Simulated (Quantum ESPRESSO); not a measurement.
Crystal: ZrB2.

```
Zr B
1.0
     3.17000    0.00000    0.00000
    -1.58500    2.74530    0.00000
     0.00000    0.00000    3.53300
Zr B
1 2
Direct
  0.00000 0.00000 0.00000
  0.66667 0.33333 0.50000
  0.33333 0.66667 0.50000
```

- Program: Quantum ESPRESSO 7.5
- Task: single point
- Functional: PBE
- Potentials or basis: SSSP 1.3 efficiency PBE
- Cutoff: 748 eV
- Density cutoff: 5987 eV
- k mesh: 10 × 10 × 8
- Occupations: fermi-dirac, width 0.05 eV
- Spin: no spin polarisation

On this cell: pressure 0.5 GPa; largest force under 0.003 eV/Å; band gap on the k mesh none (metal or under the smearing width).

The same run follows on a disturbed copy (atoms moved at random, drawn with an rms of 0.05 Å):

```
Zr B
1.0
     3.17000    0.00000    0.00000
    -1.58500    2.74530    0.00000
     0.00000    0.00000    3.53300
Zr B
1 2
Cartesian
  -0.0317 0.0579 -0.0309
  1.5522 0.9061 1.7516
  0.0305 1.8258 1.8164
```

Task: What does the disturbed cell give?

Result: The energy (extrapolated to zero smearing) moves by +28.3 meV/atom; pressure 1.5 GPa; largest force 1.243 eV/Å; band gap on the k mesh none (metal or under the smearing width).

Forces on the atoms (eV/Å):
```
Zr   0.375 -0.835  0.689
B    0.528  0.397  0.045
B   -0.903  0.438 -0.734
```

Stress tensor (GPa, compression positive):
```
 1.29  0.61  0.44
 0.61  1.02 -0.71
 0.44 -0.71  2.19
```
